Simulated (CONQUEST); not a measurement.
# Nb (Fm-3m) in CONQUEST: reference runs

Aim: a first look at Nb with PBE, on the cell as given.

Program: CONQUEST 1.3. These are calculated values, not measurements. Logs are shortened: lines on timing, memory, paths and dates and some standing lists are left out, and cuts for length are marked.

### 1 The structure

The structure is cubic, space group Fm-3m (No. 225). Conventional cell: a = 4.230 Å, b = 4.230 Å, c = 4.230 Å, α = 90.00°, β = 90.00°, γ = 90.00°. Nb (site symmetry m-3m) is surrounded by 12 Nb at 2.99 Å.

This isn't the form of Nb at room conditions, which is bcc.

### 2 Single point, PBE

Contents of Conquest_input:

```
IO.Title Nb
IO.Coordinates coords.dat
IO.FractionalAtomicCoords T
IO.Iprint 2
IO.Iprint_init 1
General.NumberOfSpecies 1
General.PseudopotentialType hamann
AtomMove.TypeOfRun static
AtomMove.FullStress T
Grid.GridCutoff 120
DM.SolutionMethod diagon
Diag.MPMesh T
Diag.GammaCentred T
Diag.MPMeshX 9
Diag.MPMeshY 9
Diag.MPMeshZ 6
Diag.kT 0.00183747
minE.SCTolerance 1e-6
SC.MaxIters 100
IO.AtomChargeOutput T
IO.DumpChargeDensity T
IO.DumpTotPot T
%block ChemicalSpeciesLabel
1 92.910 Nb
%endblock
```

Contents of coords.dat:

```
    5.6522874046     0.0000000000     0.0000000000
    0.0000000000     5.6522874046     0.0000000000
    0.0000000000     0.0000000000     7.9935415072
2
  0.0000000000   0.0000000000   0.0000000000 1 T T T
  0.5000000000   0.5000000000   0.5000000000 1 T T T
```

Potentials or basis: PseudoDojo NC PBE, DZP, grid cutoff 120 Ha.

Started as:

```bash
> Conquest
```

What it wrote:

```text
Simulation cell dimensions:     5.6523 a0 x     5.6523 a0 x     7.9935 a0

      Atomic coordinates (a0)
         Atom         X         Y         Z  Species
            1    0.0000    0.0000    0.0000        1
            2    2.8261    2.8261    3.9968        1

         Monkhorst-Pack mesh:   9 x   9 x   6 gamma-centred
        This calculation includes non-local pseudopotentials,
         with a maximum core radius of      8.30698119

    Job title: Nb
    Job to be run: static calculation

[... 5 lines left out ...]
      Using Fermi-Dirac smearing

    Integration grid size:     32 x   32 x   40

    Integration grid spacing:  0.177 a0 x 0.177 a0 x 0.200 a0

    Number of species:  1
    --------------------------------------------------------
    |   #  mass (au)  Charge (e)  SF Rad (a0)  NSF  Label  |
    --------------------------------------------------------
    |   1     92.910      13.000        8.593   19  Nb     |
    --------------------------------------------------------
          SCF tolerance:                 0.00000100
          SCF iterations:               100

    The functional used will be GGA PBE96

           radial cut-off to be used is taken to be max PAO cut-off radius for this species:    8.306981

           greatest ang. mom. for making density from PAOs:  2
    Minimum blocs/proc is      640. Maximum blocs/proc is      640
    set_atom_dens: In set_atomic_density, electrons :      26.000000000000
 matrix_size & matrix_size_padH =           38          38

    Screened ion int: energy:     -91.640949577060 Ha

    new_SC_potl: Starting.  Tolerance:  0.10000E-05

    PulayMixSC: Starting Pulay mixing, A_up =  0.500 A_dn =  0.500
    PulayMixSC: Spin non-polarised calculation.
          Harris-Foulkes Energy            :      -124.566657665704639 Ha
          GroundState Energy (E-(1/2)TS)   :      -124.567081517169655 Ha
          Free Energy (E-TS)               :      -124.567505368634670 Ha
          DFT Total Energy                 :      -124.489979248605636 Ha
          Total number of electrons        :        25.999999999999815
    PulayMixSC: Pulay iteration     1 residual:              0.55029E-02
          Harris-Foulkes Energy            :      -124.521977315110476 Ha
          GroundState Energy (E-(1/2)TS)   :      -124.522489263004474 Ha
          Free Energy (E-TS)               :      -124.523001210898471 Ha
          DFT Total Energy                 :      -124.519407317600610 Ha
          Total number of electrons        :        26.000030967858436
    PulayMixSC: Pulay iteration     2 residual:              0.14853E-02
          Harris-Foulkes Energy            :      -124.520343043267886 Ha
          GroundState Energy (E-(1/2)TS)   :      -124.520878573041728 Ha
          Free Energy (E-TS)               :      -124.521414102815569 Ha
          DFT Total Energy                 :      -124.520293836419270 Ha
          Total number of electrons        :        26.000051705585374
    PulayMixSC: Pulay iteration     3 residual:              0.42958E-03
          Harris-Foulkes Energy            :      -124.520302005526503 Ha
          GroundState Energy (E-(1/2)TS)   :      -124.520836878907218 Ha
          Free Energy (E-TS)               :      -124.521371752287919 Ha
          DFT Total Energy                 :      -124.520301166797054 Ha
          Total number of electrons        :        26.000062284683143
    PulayMixSC: Pulay iteration     4 residual:              0.19838E-04
          Harris-Foulkes Energy            :      -124.520300342656483 Ha
          GroundState Energy (E-(1/2)TS)   :      -124.520835753627452 Ha
          Free Energy (E-TS)               :      -124.521371164598435 Ha
          DFT Total Energy                 :      -124.520300320520448 Ha
          Total number of electrons        :        26.000062022240908
    PulayMixSC: Pulay iteration     5 residual:              0.38162E-05
          Harris-Foulkes Energy            :      -124.520300835273389 Ha
          GroundState Energy (E-(1/2)TS)   :      -124.520836172169538 Ha
          Free Energy (E-TS)               :      -124.521371509065702 Ha
          DFT Total Energy                 :      -124.520300835275293 Ha
          Total number of electrons        :        26.000061130474627
    PulayMixSC: Pulay iteration     6 residual:              0.75786E-07
    PulayMixSC: Reached SCF tolerance of  0.75786E-07 after      6 iterations
      | Number of electrons      =        26.000061
      |* band energy as 2Tr[K.H] =       -28.075890383334816 Ha
      |  screened ion-ion energy =       -91.640949577060468 Ha
      |  Ha correction           =         1.584352229052948 Ha
      |  XC correction           =        -6.387812461502939 Ha
      | GS Energy as E-(1/2)TS   =      -124.520836172169538 Ha
      | Free Energy as E-TS      =      -124.521371509065702 Ha
      |* Harris-Foulkes energy   =      -124.520300835273389 Ha
      |* DFT total energy        =      -124.520300835275293 Ha
      |  estimated accuracy      =         0.000000000001904 Ha

    force: Forces on atoms (Ha/a0)
    force:  Atom   X              Y              Z
    force:     1  -0.0000000000   0.0000000000   0.0000000000
    force:     2   0.0000000000   0.0000000000  -0.0000000000

    force: Maximum force :        0.00000000(Ha/a0) on atom         2 in z direction
    force: Force Residual:        0.00000000 Ha/a0
    force: Total stress:         -0.60126419     0.00000000     0.00000000 GPa
                             0.00000000    -0.60126419     0.00000000
                             0.00000000     0.00000000    -1.25193549
    force: Average pressure:      0.81815462 GPa

    force: Finished force
    get_E_and_F: Change in energy during last step of electronic optimisation: -0.49262E-06

    BIBLIOGRAPHY: Please consider citing the following references in the conquest.bib file

    CONQUEST:         Bowler2002pt, Miyazaki2004, Nakata2020
    Basis:            Bowler2019
    DM:               Bowler:2006xr
    Pseudopotentials: Hamann2013, Bowler2019
    XC functional:    Perdew1996
```

Run time: 73 s. Hardware: 1 thread of Intel Xeon Platinum 8488C (Sapphire Rapids), shared host; peak memory 0.64 GiB.

What came out:

| Item | Value |
| --- | --- |
| Free energy | -3388.3991 eV |
| Pressure | 0.8 GPa |
| Band gap on the k mesh | none (metal or under the smearing width) |

Levels at points of the mesh, in eV from the Fermi level:
```
           k point  band 11  band 12  band 13  band 14  band 15  band 16
(0.00, 0.00, 0.00)    -3.31     0.07     0.07     0.07     2.63     2.63
(0.00, 0.00, 0.50)    -1.90    -1.90     0.67     0.67     1.88     1.88
```

Caveat: the box holds several primitive cells, so bands are folded and the points are those of the box's own zone; the basis of atomic orbitals isn't converged, which shifts pressures, moduli and gaps; the real-space grid breaks the cell's symmetry a little.
